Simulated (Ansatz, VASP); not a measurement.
## ZrC: VASP beside Ansatz

The input INCAR:

```
PREC = Accurate
ENCUT = 520
EDIFF = 1E-8
ISMEAR = -1
SIGMA = 0.05
LREAL = F
LASPH = T
NELM = 80
ALGO = Normal
ISIF = 2
LWAVE = F
LCHARG = F
GGA = PE
LEFG = T
NBANDS = 15
```

The input KPOINTS:

```
Automatic mesh
0
Gamma
  14 14 14
```

File POSCAR:

```
ZrC
1.0
    0.0000000000      2.4004836570      2.4004836570
    2.4004836570      0.0000000000      2.4004836570
    2.4004836570      2.4004836570      0.0000000000
Zr C
1 1
Direct
    0.0000000000      0.0000000000      0.0000000000
    0.5000000000      0.5000000000      0.5000000000
```

Input for Ansatz:

```yaml
crystal:
  lattice:
    - [0.0, 2.400483657, 2.400483657]
    - [2.400483657, 0.0, 2.400483657]
    - [2.400483657, 2.400483657, 0.0]
  atoms:
    - { symbol: Zr, position: [0.0, 0.0, 0.0] }
    - { symbol: C, position: [0.5, 0.5, 0.5] }
kpoints:
  mp_grid: { grid: [14, 14, 14] }
scf:
  occupations: { method: fermi_dirac, width: 0.05 }
hamiltonian:
  xc: pbe
  pseudopotentials: { kind: paw }
output:
  forces: true
  stress: true
  eigenvalues: true
  efg: { contact_densities: true }
```

Change from the starting cell: volume scaled by 1.06, PAW files.

Alike in both runs: task electric field gradients; functional PBE; k mesh 14 × 14 × 14; occupations fermi-dirac, width 0.05 eV; no spin polarisation.

|  | VASP | Ansatz |
| --- | --- | --- |
| version | VASP 6.6.1 | Ansatz 0.2.0 |
| potentials or method | VASP PAW PBE potentials, release 64 (Zr_sv, C) | PAW with Ansatz's default frozen-core files, scalar-relativistic |
| plane-wave cutoff (eV) | 520 | 420 |
| valence electrons in the cell | 16 | 16 |

Ansatz gave:

```
pressure (GPa)                                                 : -11.5
Vzz of the field gradient on the site that differs most (V/Å²) : 0.0
```

**Question.** What did VASP give for the same quantities?

**Answer.** Pressure (GPa): -11.3; Vzz of the field gradient on the site that differs most (V/Å²): 0.0.

The functional is the same, so the differences come from potentials, cutoffs and numerics. Ansatz warned: «gradients_without_spin_orbit».
